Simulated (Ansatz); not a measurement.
Input, command and steps of an Ansatz relaxation.

```yaml
crystal:
  lattice:
    - [3.6966364989, 0.0, 0.0]
    - [0.0, 3.6966364989, 0.0]
    - [0.0, 0.0, 5.3927781407]
  atoms:
    - { symbol: Zr, position: [0.0, 0.0, 0.0] }
    - { symbol: Zr, position: [0.5, 0.5, 0.5] }
    - { symbol: "N", position: [0.0, 0.5, 0.3071893779] }
    - { symbol: "N", position: [0.0, 0.5, 0.8071893779] }
    - { symbol: "N", position: [0.5, 0.0, 0.6928106221] }
    - { symbol: "N", position: [0.5, 0.0, 0.1928106221] }
basis:
  ecutwfc: 420
kpoints:
  mp_grid: { grid: [10, 10, 8] }
hamiltonian:
  xc: pbe
scf:
  occupations: { method: gaussian, width: 0.1 }
output:
  forces: true
  stress: true
  eigenvalues: true
relax:
  adjacent_minimum: "off"
  f_tol: 0.01
  max_steps: 60
  cell: { stress_tol: 0.1 }
```

```bash
ansatz run input.yaml --threads 1 --pin off --max-ram 2560MiB --backend cpu --events-out ev --progress --plain --runs-dir out
```

The calculation used Ansatz 0.2.0, DFT PBE, scalar-relativistic, plane waves, PAW.

Of 17 frames 10 are shown, positions in Å and forces in eV/Å; the SCF threshold varies from step to step. Steps run on the plane waves of an earlier cell, with a Pulay correction in the pressure. The basis is chosen afresh for the last frame, the zero of the energies, and at times for earlier ones too; energy and pressure step there, also at an unchanged geometry. Here that happened at step 14 (-15 meV/atom, 1.4 GPa); the frames before carry an error of that size.

```xyz
6
Lattice="3.6966 0.0000 0.0000 0.0000 3.6966 0.0000 0.0000 0.0000 5.3928" Properties=species:S:1:pos:R:3:forces:R:3 pbc="T T T" step=1 free_energy_over_end_meV_per_atom=291.10 pressure_GPa=1.95
Zr    0.0000    0.0000    0.0000    0.0000    0.0000    0.0000
Zr    1.8483    1.8483    2.6964    0.0000    0.0000    0.0000
N     0.0000    1.8483    1.6566    0.0000    0.0000   -0.5103
N     0.0000    1.8483    4.3530    0.0000    0.0000   -0.5103
N     1.8483    0.0000    3.7362    0.0000    0.0000    0.5103
N     1.8483    0.0000    1.0398    0.0000    0.0000    0.5103
6
Lattice="3.8416 0.0000 0.0000 0.0000 3.8416 0.0000 0.0000 0.0000 4.8850" Properties=species:S:1:pos:R:3:forces:R:3 pbc="T T T" step=3 free_energy_over_end_meV_per_atom=188.36 pressure_GPa=-0.35
Zr    0.0000    0.0000    0.0000    0.0000    0.0000    0.0000
Zr    1.9208    1.9208    2.4425    0.0000    0.0000    0.0000
N     0.0000    1.9208    1.4445    0.0000    0.0000   -0.1701
N     0.0000    1.9208    3.8870    0.0000    0.0000   -0.1701
N     1.9208    0.0000    3.4404    0.0000    0.0000    0.1701
N     1.9208    0.0000    0.9979    0.0000    0.0000    0.1701
6
Lattice="3.9937 0.0000 0.0000 0.0000 3.9937 0.0000 0.0000 0.0000 4.3580" Properties=species:S:1:pos:R:3:forces:R:3 pbc="T T T" step=5 free_energy_over_end_meV_per_atom=46.71 pressure_GPa=-0.86
Zr    0.0000    0.0000    0.0000    0.0000    0.0000    0.0000
Zr    1.9969    1.9969    2.1790    0.0000    0.0000    0.0000
N     0.0000    1.9969    1.2662    0.0000    0.0000   -0.1110
N     0.0000    1.9969    3.4452    0.0000    0.0000   -0.1110
N     1.9969    0.0000    3.0918    0.0000    0.0000    0.1110
N     1.9969    0.0000    0.9128    0.0000    0.0000    0.1110
6
Lattice="4.0541 0.0000 0.0000 0.0000 4.0541 0.0000 0.0000 0.0000 4.0921" Properties=species:S:1:pos:R:3:forces:R:3 pbc="T T T" step=6 free_energy_over_end_meV_per_atom=19.42 pressure_GPa=1.83
Zr    0.0000    0.0000    0.0000    0.0000    0.0000    0.0000
Zr    2.0271    2.0271    2.0461    0.0000    0.0000    0.0000
N     0.0000    2.0271    1.1805    0.0000    0.0000    0.0540
N     0.0000    2.0271    3.2265    0.0000    0.0000    0.0540
N     2.0271    0.0000    2.9116    0.0000    0.0000   -0.0540
N     2.0271    0.0000    0.8656    0.0000    0.0000   -0.0540
6
Lattice="4.0630 0.0000 0.0000 0.0000 4.0630 0.0000 0.0000 0.0000 4.1144" Properties=species:S:1:pos:R:3:forces:R:3 pbc="T T T" step=8 free_energy_over_end_meV_per_atom=18.77 pressure_GPa=-0.28
Zr    0.0000    0.0000    0.0000    0.0000    0.0000    0.0000
Zr    2.0315    2.0315    2.0572    0.0000    0.0000    0.0000
N     0.0000    2.0315    1.2013    0.0000    0.0000    0.0487
N     0.0000    2.0315    3.2585    0.0000    0.0000    0.0487
N     2.0315    0.0000    2.9131    0.0000    0.0000   -0.0487
N     2.0315    0.0000    0.8559    0.0000    0.0000   -0.0487
6
Lattice="4.0716 0.0000 0.0000 0.0000 4.0716 0.0000 0.0000 0.0000 4.0587" Properties=species:S:1:pos:R:3:forces:R:3 pbc="T T T" step=10 free_energy_over_end_meV_per_atom=16.29 pressure_GPa=1.11
Zr    0.0000    0.0000    0.0000    0.0000    0.0000    0.0000
Zr    2.0358    2.0358    2.0293    0.0000    0.0000    0.0000
N     0.0000    2.0358    1.2335    0.0000    0.0000    0.0490
N     0.0000    2.0358    3.2629    0.0000    0.0000    0.0490
N     2.0358    0.0000    2.8251    0.0000    0.0000   -0.0490
N     2.0358    0.0000    0.7958    0.0000    0.0000   -0.0490
6
Lattice="4.0760 0.0000 0.0000 0.0000 4.0760 0.0000 0.0000 0.0000 4.0705" Properties=species:S:1:pos:R:3:forces:R:3 pbc="T T T" step=12 free_energy_over_end_meV_per_atom=16.00 pressure_GPa=0.15
Zr    0.0000    0.0000    0.0000    0.0000    0.0000    0.0000
Zr    2.0380    2.0380    2.0353    0.0000    0.0000    0.0000
N     0.0000    2.0380    1.2531    0.0000    0.0000   -0.0009
N     0.0000    2.0380    3.2883    0.0000    0.0000   -0.0009
N     2.0380    0.0000    2.8175    0.0000    0.0000    0.0009
N     2.0380    0.0000    0.7822    0.0000    0.0000    0.0009
6
Lattice="4.0773 0.0000 0.0000 0.0000 4.0773 0.0000 0.0000 0.0000 4.0702" Properties=species:S:1:pos:R:3:forces:R:3 pbc="T T T" step=13 free_energy_over_end_meV_per_atom=16.01 pressure_GPa=0.00
Zr    0.0000    0.0000    0.0000    0.0000    0.0000    0.0000
Zr    2.0386    2.0386    2.0351    0.0000    0.0000    0.0000
N     0.0000    2.0386    1.2532    0.0000    0.0000   -0.0001
N     0.0000    2.0386    3.2883    0.0000    0.0000   -0.0001
N     2.0386    0.0000    2.8170    0.0000    0.0000    0.0001
N     2.0386    0.0000    0.7819    0.0000    0.0000    0.0001
6
Lattice="4.0938 0.0000 0.0000 0.0000 4.0938 0.0000 0.0000 0.0000 4.0522" Properties=species:S:1:pos:R:3:forces:R:3 pbc="T T T" step=15 free_energy_over_end_meV_per_atom=0.20 pressure_GPa=0.11
Zr    0.0000    0.0000    0.0000    0.0000    0.0000    0.0000
Zr    2.0469    2.0469    2.0261    0.0000    0.0000    0.0000
N     0.0000    2.0469    1.2560    0.0000    0.0000    0.0005
N     0.0000    2.0469    3.2821    0.0000    0.0000    0.0005
N     2.0469    0.0000    2.7962    0.0000    0.0000   -0.0005
N     2.0469    0.0000    0.7701    0.0000    0.0000   -0.0005
6
Lattice="4.0944 0.0000 0.0000 0.0000 4.0944 0.0000 0.0000 0.0000 4.0533" Properties=species:S:1:pos:R:3:forces:R:3 pbc="T T T" step=17 free_energy_over_end_meV_per_atom=0.00 pressure_GPa=0.02
Zr    0.0000    0.0000    0.0000    0.0000    0.0000    0.0000
Zr    2.0472    2.0472    2.0267    0.0000    0.0000    0.0000
N     0.0000    2.0472    1.2566    0.0000    0.0000   -0.0001
N     0.0000    2.0472    3.2833    0.0000    0.0000   -0.0001
N     2.0472    0.0000    2.7967    0.0000    0.0000    0.0001
N     2.0472    0.0000    0.7700    0.0000    0.0000    0.0001
```

Time: 2.4 min on 1 thread of AMD EPYC 7R43 64-Core Processor (Zen 3), on a shared host, peak memory 0.52 GiB.